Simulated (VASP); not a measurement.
Runs of VASP 6.6.1 on BaTiO3. Symmetry: P4mm, No. 99, tetragonal system. Conventional cell: a = 3.942 Å, b = 3.942 Å, c = 3.989 Å, α = 90.00°, β = 90.00°, γ = 90.00°. Around Ba (site symmetry 4mm) lie 12 O at 2.77 to 2.84 Å. Around Ti (site symmetry 4mm) lie 6 O at 1.86 to 2.13 Å. O (site symmetry 4mm) is surrounded by 2 Ti at 1.86 to 2.13 Å. O (site symmetry 2mm) has 2 Ti at 1.97 Å as nearest neighbours. 

```csv
task,level,potentials or basis,cell,gap on the mesh (eV),pressure (GPa),relaxed volume (Å³/atom),largest force (eV/Å)
relaxation of cell and atoms,LDA,"VASP PAW LDA potentials, release 64 (Ba_sv, Ti_sv, O)",relaxed,1.75,0.0,12.40,-
relaxation of shape and atoms at fixed volume,LDA,"VASP PAW LDA potentials, release 64 (Ba_sv, Ti_sv, O)",atoms relaxed at fixed volume from: a relaxed cell with its volume scaled by 1.06,1.72,-6.6,-,-
relaxation of shape and atoms at fixed volume,PBE,"VASP PAW PBE potentials, release 64 (Ba_sv, Ti_sv, O)",atoms relaxed at fixed volume from: a relaxed cell with its volume scaled by 0.94,1.81,7.3,-,0.01
relaxation of shape and atoms at fixed volume,PBE,"VASP PAW PBE potentials, release 64 (Ba_sv, Ti_sv, O)",atoms relaxed at fixed volume,1.77,0.0,-,-
relaxation of shape and atoms at fixed volume,LDA,"VASP PAW LDA potentials, release 64 (Ba_sv, Ti_sv, O)",atoms relaxed at fixed volume from: a relaxed cell with its volume scaled by 0.98,1.77,3.4,-,0.01
relaxation of shape and atoms at fixed volume,LDA,"VASP PAW LDA potentials, release 64 (Ba_sv, Ti_sv, O)",atoms relaxed at fixed volume from: a relaxed cell with its volume scaled by 0.96,(a),7.4,-,0.01
relaxation of shape and atoms at fixed volume,PBE,"VASP PAW PBE potentials, release 64 (Ba_sv, Ti_sv, O)",atoms relaxed at fixed volume from: a relaxed cell with its volume scaled by 1.06,1.77,-3.2,-,0.01
relaxation of shape and atoms at fixed volume,LDA,"VASP PAW LDA potentials, release 64 (Ba_sv, Ti_sv, O)",atoms relaxed at fixed volume from: a relaxed cell with its volume scaled by 1.02,1.74,-2.8,-,0.01
relaxation of shape and atoms at fixed volume,LDA,"VASP PAW LDA potentials, release 64 (Ba_sv, Ti_sv, O)",atoms relaxed at fixed volume from: a relaxed cell with its volume scaled by 0.94,1.83,12.4,-,0.01
relaxation of cell and atoms,PBE,"VASP PAW PBE potentials, release 64 (Ba_sv, Ti_sv, O)",relaxed,1.77,0.0,(b),-
relaxation of shape and atoms at fixed volume,PBE,"VASP PAW PBE potentials, release 64 (Ba_sv, Ti_sv, O)",atoms relaxed at fixed volume from: a relaxed cell with its volume scaled by 0.98,1.78,1.9,-,0.01
relaxation of shape and atoms at fixed volume,PBE,"VASP PAW PBE potentials, release 64 (Ba_sv, Ti_sv, O)",atoms relaxed at fixed volume from: a relaxed cell with its volume scaled by 1.04,1.76,-2.6,-,0.01
```

Alike in all rows: no spin polarisation; k mesh 8 × 8 × 8; cutoff (eV) 600; smearing gaussian 0.03 eV.

Q: Estimate the missing entries.

A: (a) 1.79; (b) 13.48.

Caveats: spin-orbit coupling is left out, which moves the levels of the heavy elements; the relaxation stopped at its first step, so nothing moved (some runs).

A k mesh can miss the band edges, and the runs leave out spin-orbit coupling on Ba.
